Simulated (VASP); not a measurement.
# Os (Fm-3m) in VASP: notebook

Runs on Os. Level: PBEsol. Tasks: single point.

Program: VASP 6.6.1. These are calculated values, not measurements. Logs are shortened: lines on timing, memory, paths and dates and some standing lists are left out, and cuts for length are marked.

**1. The undisturbed crystal**

It takes space group Fm-3m (No. 225, cubic). Conventional cell: a = 3.820 Å, b = 3.820 Å, c = 3.820 Å, α = 90.00°, β = 90.00°, γ = 90.00°. Around Os (site symmetry m-3m) lie 12 Os at 2.70 Å.

This isn't the form of Os at room conditions, which is hcp.

**2. Single point, PBEsol (Os replaced by Ta, lengths x 1.108, strained and moved within the space group)**

Input file INCAR:

```
SYSTEM = Ta
ALGO = Normal
EDIFF = 1E-6
ENCUT = 520
GGA = PS
ISIF = 2
ISMEAR = 0
LASPH = .TRUE.
LCHARG = .FALSE.
LREAL = .FALSE.
LWAVE = .FALSE.
NBANDS = 12
NELM = 100
PREC = Accurate
SIGMA = 0.1
```

Input file KPOINTS:

```
k-points
0
G
  8 8 8
  0 0 0
```

Input file POSCAR:

```
Ta
1.0
    0.0000000000      2.2611224708      2.2611224708
    2.2611224708      0.0000000000      2.2611224708
    2.2611224708      2.2611224708      0.0000000000
Ta
1
Direct
    0.0000000000      0.0000000000      0.0000000000
```

Potentials or basis: VASP PAW PBE potentials, release 64 (Ta_pv).

Started as:

```bash
$ cat potpaw_PBE.64/Ta_pv/POTCAR > POTCAR
$ mpirun -np 1 vasp_std > vasp.out
```

OUTCAR:

```text
SYSTEM = Ta
   EDIFF = 1E-6
   ENCUT = 520
   GGA = PS
   ISIF = 2
   ISMEAR = 0
   LASPH = .TRUE.
   LREAL = .FALSE.
   NELM = 100
   PREC = Accurate

 ion  position               nearest neighbor table
   1  0.000  0.000  0.000-

  LATTYP: Found a face centered cubic cell.
 ALAT       =     4.5222449416

  Lattice vectors:

 A1 = (   0.0000000000,   2.2611224708,   2.2611224708)
 A2 = (   2.2611224708,   0.0000000000,   2.2611224708)
 A3 = (   2.2611224708,   2.2611224708,   0.0000000000)

Analysis of symmetry for initial positions (statically):
=====================================================================
 Subroutine PRICEL returns:
 Original cell was already a primitive cell.

 Routine SETGRP: Setting up the symmetry group for a
 face centered cubic supercell.

 Subroutine GETGRP returns: Found 48 space group operations
 (whereof 48 operations were pure point group operations)
 out of a pool of 48 trial point group operations.

The static configuration has the point symmetry O_h .

Analysis of symmetry for dynamics (positions and initial velocities):
=====================================================================
 Subroutine PRICEL returns:
 Original cell was already a primitive cell.

 Routine SETGRP: Setting up the symmetry group for a
 face centered cubic supercell.

 Subroutine GETGRP returns: Found 48 space group operations
 (whereof 48 operations were pure point group operations)
 out of a pool of 48 trial point group operations.

The dynamic configuration has the point symmetry O_h .

 Subroutine INISYM returns: Found 48 space group operations
 (whereof 48 operations are pure point group operations),
 and found     1 'primitive' translations

----------------------------------------------------------------------------------------

                                     Primitive cell

  volume of cell :      23.1208

  direct lattice vectors                    reciprocal lattice vectors
     0.000000000  2.261122471  2.261122471    -0.221129110  0.221129110  0.221129110
     2.261122471  0.000000000  2.261122471     0.221129110 -0.221129110  0.221129110
     2.261122471  2.261122471  0.000000000     0.221129110  0.221129110 -0.221129110

  length of vectors
     3.197710064  3.197710064  3.197710064     0.383006854  0.383006854  0.383006854

  position of ions in fractional coordinates (direct lattice)
     0.000000000  0.000000000  0.000000000

  ion indices of the primitive-cell ions
   primitive index   ion index
                 1           1

----------------------------------------------------------------------------------------

 KPOINTS: k-points

Automatic generation of k-mesh.
 Grid dimensions read from file:
 generate k-points for:    8    8    8

 Generating k-lattice:

  Cartesian coordinates                     Fractional coordinates (reciprocal lattice)
    -0.027641139  0.027641139  0.027641139     0.125000000  0.000000000  0.000000000
     0.027641139 -0.027641139  0.027641139     0.000000000  0.125000000  0.000000000
     0.027641139  0.027641139 -0.027641139     0.000000000  0.000000000  0.125000000

  Length of vectors
     0.047875857  0.047875857  0.047875857

  Shift w.r.t. Gamma in fractional coordinates (k-lattice)
     0.000000000  0.000000000  0.000000000

 Subroutine IBZKPT returns following result:
 ===========================================

 Found     29 irreducible k-points:

 Following reciprocal coordinates:
            Coordinates               Weight
  0.000000  0.000000  0.000000      1.000000
  0.125000  0.000000  0.000000      8.000000
  0.250000  0.000000  0.000000      8.000000
  0.375000  0.000000  0.000000      8.000000
  0.500000  0.000000  0.000000      4.000000
  0.125000  0.125000  0.000000      6.000000
[... 16 lines left out ...]
  0.500000  0.250000  0.125000     48.000000
 -0.375000  0.250000  0.125000     24.000000
 [... further k-points ...]
   k-points           NKPTS =     29   k-points in BZ     NKDIM =     29   number of bands    NBANDS=     12
   number of dos      NEDOS =    301   number of ions     NIONS =      1
   total plane-waves  NPLWV =  13824
   dimension x,y,z NGX =    24 NGY =   24 NGZ =   24
   dimension x,y,z NGXF=    48 NGYF=   48 NGZF=   48
   ions per type =               1
   NGX,Y,Z   is equivalent  to a cutoff of  12.48, 12.48, 12.48 a.u.
   NGXF,Y,Z  is equivalent  to a cutoff of  24.95, 24.95, 24.95 a.u.
 SYSTEM =  Ta
   PREC   = accura    normal or accurate (medium, high low for compatibility)
   ISTART =      0    job   : 0-new  1-cont  2-samecut
   ICHARG =      2    charge: 1-file 2-atom 10-const
   ISPIN  =      1    spin polarized calculation?
   LNONCOLLINEAR =      F non collinear calculations
   LSORBIT =      F    spin-orbit coupling
   LASPH  =      T    aspherical Exc in radial PAW
   ENCUT  =  520.0 eV  38.22 Ry    6.18 a.u.   5.95  5.95  5.95*2*pi/ulx,y,z
   NELM   =    100;   NELMIN=  2; NELMDL= -5     # of ELM steps
   EDIFF  = 0.1E-05   stopping-criterion for ELM
   LREAL  =      F    real-space projection
   EDIFFG = 0.1E-04   stopping-criterion for IOM
   NSW    =      0    number of steps for IOM
   IBRION =     -1    ionic relax: 0-MD 1-quasi-New 2-CG
   NFREE  =      0    steps in history (QN), initial steepest desc. (CG)
   ISIF   =      2    stress and relaxation
   ISYM   =      2    0-nonsym 1-usesym 2-fastsym
   POTIM  = 0.5000    time-step for ionic-motion
   TEBEG  =    0.0;   TEEND  =   0.0 temperature during run
   PSTRESS=    0.0 pullay stress
   NELECT =      11.0000    total number of electrons
   NUPDOWN=      -1.0000    fix difference up-down
   EMIN   =  10.00;   EMAX   =-10.00  energy-range for DOS
   EFERMI =   0.00;   METHOD = LEGACY
   ISMEAR =     0;   SIGMA  =   0.10  broadening in eV -4-tet -1-fermi 0-gaus
   EFERMI_NEDOS =   21; number of points for ismear=-14 and -15
   IALGO  =     38    algorithm
   IMIX   =      4    mixing-type and parameters
     AMIX     =   0.40;   BMIX     =  1.00
     AMIX_MAG =   1.60;   BMIX_MAG =  1.00
  volume/ion in A,a.u.               =      23.12       156.03
  Fermi-wavevector in a.u.,A,eV,Ry     =   1.278022  2.415111 22.222941  1.633340
  Thomas-Fermi vector in A             =   2.410588
   LORBIT       =      0    0 simple, 1 ext, 2 COOP (PROOUT), +10 PAW based schemes
   GGA     = PS    functional components
   LHFCALC =     F    Hartree Fock is set to
   AEXX    =    0.0000 exact exchange contribution
   IVDW    =     0    specifies the selected vdW correction
   LEPSILON=     F    determine dielectric tensor
   LRPA    =     F    only Hartree local field effects (RPA)
 non-spin polarized calculation
 Gauss-broadening in eV      SIGMA  =   0.10
  energy-cutoff  :      520.00
  volume of cell :       23.12
 maximum number of plane-waves:       636
   NGX = 11   NGY = 11   NGZ = 11

 number of electron      10.9999999 magnetization

 Free energy of the ion-electron system (eV)
  ---------------------------------------------------
  ext. energy  EPLUGINS =         0.00000000
  ---------------------------------------------------
  free energy    TOTEN  =       -11.72620254 eV

  energy without entropy =      -11.71762220  energy(sigma->0) =      -11.72191237

 E-fermi :   3.8183     XC(G=0): -11.5062

 val. band max:        3.8044015535   @ k =   0.3750   0.2500   0.0000
 cond. band min:       3.8633418045   @ k =   0.1250   0.0000   0.0000
 fundamental gap:      0.0589402510
 Fermi energy:         3.8183005757

 k-point     1 :       0.0000    0.0000    0.0000
  band No.  band energies     occupation
      1     -30.5504      2.00000
      2     -30.5504      2.00000
      3     -30.5504      2.00000
      4      -3.4418      2.00000
      5       4.2207      0.00000
      6       4.2207      0.00000
      7       4.2207      0.00000
      8       6.4368      0.00000
      9       6.4368      0.00000
     10      15.6884      0.00000
     11      17.1802      0.00000
     12      19.5379      0.00000

 k-point     2 :       0.1250    0.0000    0.0000
  band No.  band energies     occupation
      1     -30.6243      2.00000
      2     -30.5605      2.00000
      3     -30.5605      2.00000
      4      -2.9573      2.00000
      5       3.8633      0.52414
      6       4.4212      0.00000
      7       4.4212      0.00000
      8       6.2912      0.00000
      9       6.2912      0.00000
     10      16.5822      0.00000
     11      17.1731      0.00000
     12      17.6393      0.00000

 k-point     3 :       0.2500    0.0000    0.0000
  band No.  band energies     occupation
      1     -30.7991      2.00000
      2     -30.5848      2.00000
      3     -30.5848      2.00000
      4      -1.7035      2.00000
      5       3.2907      2.00000
      6       4.5375      0.00000
      7       4.5375      0.00000
      8       6.5210      0.00000
      9       6.5210      0.00000
     10      15.0776      0.00000
     11      17.1804      0.00000
     12      17.7836      0.00000
[... 286 lines left out ...]
 k-point    23 :       0.5000    0.2500    0.1250
  band No.  band energies     occupation
      1     -30.9330      2.00000
      2     -30.7297      2.00000
      3     -30.6444      2.00000
      4       0.6740      2.00000
      5       2.6221      2.00000
      6       3.2611      2.00000
      7       5.3083      0.00000
      8       7.0891      0.00000
      9       8.9837      0.00000
     10      12.5654      0.00000
     11      16.5788      0.00000
     12      17.1851      0.00000

 k-point    24 :      -0.3750    0.2500    0.1250
  band No.  band energies     occupation
      1     -30.9722      2.00000
      2     -30.7468      2.00000
      3     -30.6599      2.00000
      4       1.1537      2.00000
      5       2.5431      2.00000
      6       3.5238      1.99997
      7       5.0928      0.00000
      8       7.7899      0.00000
      9       9.9214      0.00000
     10      10.4381      0.00000
     11      16.7512      0.00000
     12      16.9816      0.00000

 [... further k-points ...]

------------------------ aborting loop because EDIFF is reached ----------------------------------------

  FORCE on cell =-STRESS in cart. coord.  units (eV):
  Direction    XX          YY          ZZ          XY          YZ          ZX
  --------------------------------------------------------------------------------------
  -------------------------------------------------------------------------------------
  Total       -4.3984759     -4.3984759     -4.3984759      0.0000000      0.0000000      0.0000000
  in kB     -304.7968975   -304.7968975   -304.7968975      0.0000000      0.0000000      0.0000000
  external PRESSURE =    -304.7968975 kB  Pullay stress =       0.0000000 kB

 VOLUME and BASIS-vectors are now :
 -----------------------------------------------------------------------------
  energy-cutoff  :      520.00
  volume of cell :       23.12
      direct lattice vectors                 reciprocal lattice vectors
     0.000000000  2.261122471  2.261122471    -0.221129110  0.221129110  0.221129110
     2.261122471  0.000000000  2.261122471     0.221129110 -0.221129110  0.221129110
     2.261122471  2.261122471  0.000000000     0.221129110  0.221129110 -0.221129110

 POSITION                                       TOTAL-FORCE (eV/Angst)
 -----------------------------------------------------------------------------------
      0.00000      0.00000      0.00000         0.000000      0.000000      0.000000
 -----------------------------------------------------------------------------------
    total drift:                                0.000000      0.000000     -0.000000

  FREE ENERGIE OF THE ION-ELECTRON SYSTEM (eV)
  ---------------------------------------------------
  free  energy   TOTEN  =       -11.7262025442 eV

  energy  without entropy=      -11.7176222003  energy(sigma->0) =      -11.72191237
```

Wall time 2.9 s (1 thread of Intel Xeon 6975P-C (Granite Rapids), shared host); peak memory 0.14 GiB.

Results:

- Free energy: -11.7262 eV
- Pressure: -30.5 GPa
- Band gap on the k mesh: none (metal or under the smearing width)

Levels at points of the mesh, in eV from the Fermi level:
```tsv
k point	band 1	band 2	band 3	band 4	band 5	band 6	band 7	band 8	band 9	band 10
(0.00, 0.00, 0.00)	-34.37	-34.37	-34.37	-7.26	0.40	0.40	0.40	2.62	2.62	11.87
(0.50, 0.00, 0.00)	-34.86	-34.44	-34.44	-3.88	0.19	0.25	0.25	4.34	4.34	7.30
(0.50, 0.50, 0.00)	-34.83	-34.55	-34.55	-3.42	-2.50	1.97	4.31	4.84	4.84	8.81
```

Caveat: the cell as given lies far from equilibrium; so large a pressure means that the cell lies far from this level's equilibrium, or that cutoff or potentials fall short; the potentials were made for another functional, which shifts forces and pressure. The run has no spin-orbit coupling, so splittings on Ta are missing.

**3. Single point, PBEsol (strained and moved within the space group)**

Input file INCAR:

```
SYSTEM = Os
ALGO = Normal ; EDIFF = 1E-6
ENCUT = 520 ; GGA = PS
ISIF = 2 ; ISMEAR = 0
LASPH = .True. ; LCHARG = .True.
LELF = .True. ; LREAL = .False.
LVHAR = .True. ; LWAVE = .False.
NBANDS = 10 ; NELM = 100
PREC = Accurate ; SIGMA = 0.1
```

Input file KPOINTS:

```
k-points
0
Gamma
  18 18 18
  0 0 0
```

Input file POSCAR:

```
Os
1.0
    0.0000000000      2.0181709000      2.0181709000
    2.0181709000      0.0000000000      2.0181709000
    2.0181709000      2.0181709000      0.0000000000
Os
1
Direct
    0.0000000000      0.0000000000      0.0000000000
```

Potentials or basis: VASP PAW PBE potentials, release 64 (Os).

Started as:

```bash
$ cat potpaw_PBE.64/Os/POTCAR > POTCAR
$ mpirun -np 1 vasp_std > vasp.out
```

Wall time 9.4 s (1 thread of Intel Xeon 6975P-C (Granite Rapids), shared host); peak memory 0.16 GiB.

Results (log left out):

- Free energy: -11.6726 eV
- Pressure: -47.5 GPa
- Band gap on the k mesh: none (metal or under the smearing width)

Levels at points of the mesh, in eV from the Fermi level:
```csv
k point,band 1,band 2,band 3,band 4,band 5,band 6,band 7,band 8
"(0.00, 0.00, 0.00)",-9.43,-2.34,-2.34,-2.34,0.03,0.03,14.32,19.19
"(0.50, 0.00, 0.00)",-6.33,-2.45,-2.45,-0.10,1.90,1.90,7.11,13.81
"(0.50, 0.50, 0.00)",-6.05,-5.44,1.86,2.10,2.42,2.42,9.82,11.27
```

Caveat: the cell as given lies far from equilibrium; so large a pressure means that the cell lies far from this level's equilibrium, or that cutoff or potentials fall short; the potentials were made for another functional, which shifts forces and pressure.

**4. Single point, PBEsol (strained and moved within a subgroup)**

Input file INCAR:

```
PREC = Accurate
ENCUT = 520
EDIFF = 1E-7
ISMEAR = 0
SIGMA = 0.1
LREAL = F
LASPH = T
NELM = 100
ALGO = Normal
ISIF = 2
LWAVE = F
LCHARG = T
GGA = PS
LELF = T
LVHAR = T
NBANDS = 10
```

Input file KPOINTS:

```
Automatic mesh
0
Gamma
  16 16 16
```

Input file POSCAR:

```
Os
1.0
    0.0000000000      1.9813131500      1.9229631500
    1.9229631500      0.0000000000      1.9229631500
    1.9229631500      1.9813131500      0.0000000000
Os
1
Direct
    0.0000000000      0.0000000000      0.0000000000
```

Started as:

```bash
$ cat potpaw_PBE.64/Os/POTCAR > POTCAR
$ mpirun -np 1 vasp_std > vasp.out
```

Run time: 14 s. Hardware: 1 thread of Intel Xeon 6975P-C (Granite Rapids), shared host; peak memory 0.18 GiB.

It converged, with:

| Property | Result |
| --- | --- |
| Free energy | -12.0509 eV |
| Pressure | -18.6 GPa |
| Band gap on the k mesh | none (metal or under the smearing width) |

Stress tensor (GPa, compression positive):
```
-15.45   0.00   0.00
  0.00 -24.90   0.00
  0.00   0.00 -15.45
```

Levels at points of the mesh, in eV from the Fermi level:
```
           k point  band 1  band 2  band 3  band 4  band 5  band 6  band 7  band 8  band 9
(0.00, 0.00, 0.00)  -10.53   -3.16   -2.75   -2.75   -0.31    0.23   14.23   19.13   20.07
(0.50, 0.00, 0.00)   -7.39   -3.24   -2.82   -0.30    2.10    2.33    8.34   13.72   19.62
(0.50, 0.50, 0.00)   -7.22   -6.54    2.15    2.37    2.64    3.07   11.54   11.71   11.90
(0.50, 0.00, 0.50)   -7.25   -6.52    1.75    2.21    2.83    2.83   10.92   12.24   12.24
```

Caveat: so large a pressure means that the cell lies far from this level's equilibrium, or that cutoff or potentials fall short; the potentials were made for another functional, which shifts forces and pressure. The run has no spin-orbit coupling, so splittings on Os are missing.

**5. Overview**

```csv
potentials or basis,cell,k mesh,gap on the mesh (eV),pressure (GPa)
"VASP PAW PBE potentials, release 64 (Ta_pv)","Os replaced by Ta, lengths x 1.108, strained and moved within the space group",8 × 8 × 8,none,-30.5
"VASP PAW PBE potentials, release 64 (Os)",strained and moved within the space group,18 × 18 × 18,none,-47.5
"VASP PAW PBE potentials, release 64 (Os)",strained and moved within a subgroup,16 × 16 × 16,none,-18.6
```

Alike in all rows: task single point; level PBEsol; no spin polarisation; cutoff (eV) 520; smearing gaussian 0.1 eV.

Caveats: so large a pressure means that the cell lies far from this level's equilibrium, or that cutoff or potentials fall short; the potentials were made for another functional, which shifts forces and pressure; the cell as given lies far from equilibrium (some runs).

Absolute energies hang on the potentials; compare differences alone.
